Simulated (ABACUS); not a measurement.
BN: equation of state with LDA

**Measured values to compare with.**

“Effect of nanostructuration on compressibility of cubic BN”, 2012, arxiv:1208.3664 quotes, for a bulk crystal of BN at 300 K: bulk modulus 395 ± 2 GPa.

The system is BN.

```
N B
1.0
     0.00000    1.81300    1.81300
     1.81300    0.00000    1.81300
     1.81300    1.81300    0.00000
N B
1 1
Direct
  0.25000 0.25000 0.25000
  0.00000 0.00000 0.00000
```

The cell is a database's computed one.

```
Program                                       : ABACUS 3.10.1
Task                                          : equation of state
Functional                                    : LDA
Potentials or basis                           : PseudoDojo NC SR 0.4.1 LDA stringent
Cutoff                                        : 1361 eV
Density cutoff                                : 5442 eV
Basis                                         : DZP LCAO (the cutoffs set its grid)
k mesh                                        : 12 × 12 × 12
Occupations                                   : fermi-dirac, width 0.05 eV
Spin                                          : no spin polarisation
Orbital files                                 : N N_confined-atom_6au_2s2p1d.orb, B B_confined-atom_7au_2s2p1d.orb
Radial cutoff of the potentials (pseudo_rcut) : 10 bohr
SCF threshold on the density                  : 1e-07
Max SCF steps                                 : 100
Eigensolver                                   : genelpa
Mixing                                        : broyden
Mixing share                                  : 0.7
Symmetry key                                  : 1
Bands                                         : 8
```

```yaml
Equilibrium_volume: 5.77 Å³/atom
Bulk_modulus: 400 GPa
Pressure_derivative_of_the_bulk_modulus: "3.8 (rough: it moves with the points fitted)"
```

Energy against volume, from the lowest point:
```csv
volume (Å³/atom),energy (meV/atom)
5.602,5.01
5.840,0.00
6.078,18.22
6.317,55.49
```

All runs of the series together: 39 s on 4 threads of Intel(R) Xeon(R) Platinum 8259CL CPU @ 2.50GHz (Skylake/Cascade Lake), on a shared host.

A measured bulk modulus of BN is 395 GPa (300 K; quoted in “Effect of nanostructuration on compressibility of cubic BN”, 2012, arxiv:1208.3664); the calculated 400 GPa misses it by +1.3 %. The fit is for a static lattice scaled at fixed shape and fixed fractional positions.

Caveat: the atomic orbitals were generated for these runs and aren't a published set; the basis of atomic orbitals isn't converged, which shifts pressures, moduli and gaps.
